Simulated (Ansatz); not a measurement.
# Understanding CdF2 from first principles

**The experiment.** The Crystallography Open Database holds a cell as deposited of cubic CdF2 (space group Fm-3m), temperature not stated (1963): a = 5.388 Å, 13.04 Å³/atom.

The computed numbers are results of r²SCAN, scalar-relativistic (no spin polarisation) in the plane-wave PAW code Ansatz at 500 eV, Γ-centred 8×8×8 mesh, 0.05 eV Gaussian smearing. The datasets are Ansatz's generated set soft_2.

The chain of runs began from a cell as deposited in COD, expanded in volume.

The relaxed structure (symmetry read at 0.01 Å). Symmetry: Fm-3m, No. 225, cubic system. The conventional cell has a = 5.388 Å, b = 5.388 Å, c = 5.388 Å, α = 90.00°, β = 90.00°, γ = 90.00°. Cd (site symmetry m-3m) is surrounded by 8 F at 2.33 Å. F (site symmetry -43m) is surrounded by 4 Cd at 2.33 Å. (Shells end 15 % past the nearest neighbour.)

Results at this level of theory:

* Volume: 13.04 Å³/atom
* Band gap: 3.79 eV
* Smallest direct gap: 4.31 eV
* Bader charges: Cd 1.53; F -0.77 e
* Formation energy from the elements (0 K, uncorrected): -2.50 eV/atom

Formal charges Cd²⁺, F⁻ balance and leave closed shells on every ion, so a band insulator is expected, and the gap is 3.79 eV.

What kind of gap is it?

It is indirect: 3.79 eV, against 4.31 eV for the smallest direct gap. Within 0.6 eV of the edges the projected states are 86 % F 2p at the top of the valence band and 80 % Cd 5s at the bottom of the conduction band. The lowest excitation takes an electron from F back to Cd, as in ionic insulators.

Shannon's ionic radii give a check on the bond lengths: Cd²⁺ with 8 neighbours 1.10 Å + F⁻ 1.31 Å = 2.41 Å against a computed mean of 2.33 Å. The largest miss is -3 %; bonds shorter than the sum are usual where the bond is partly covalent, as with large, soft anions.

How ionic is it?

Bader charges against formal ones: Cd +1.53 (+2), F −0.77 (−1). The cations give up 77 % of the formal charge; Bader charges stay under formal ones because the anions' density reaches into the cations' basins.

**Comparison.** The computed cell (5.388 Å, 13.04 Å³/atom) differs from the database's by +0.0 % in volume, about +0.0 % in length. Agreement this close is partly luck: the calculation is for a static lattice, the crystal has zero-point motion and thermal expansion.

Kohn–Sham gaps of semilocal functionals lie under measured ones, often by a third or more.
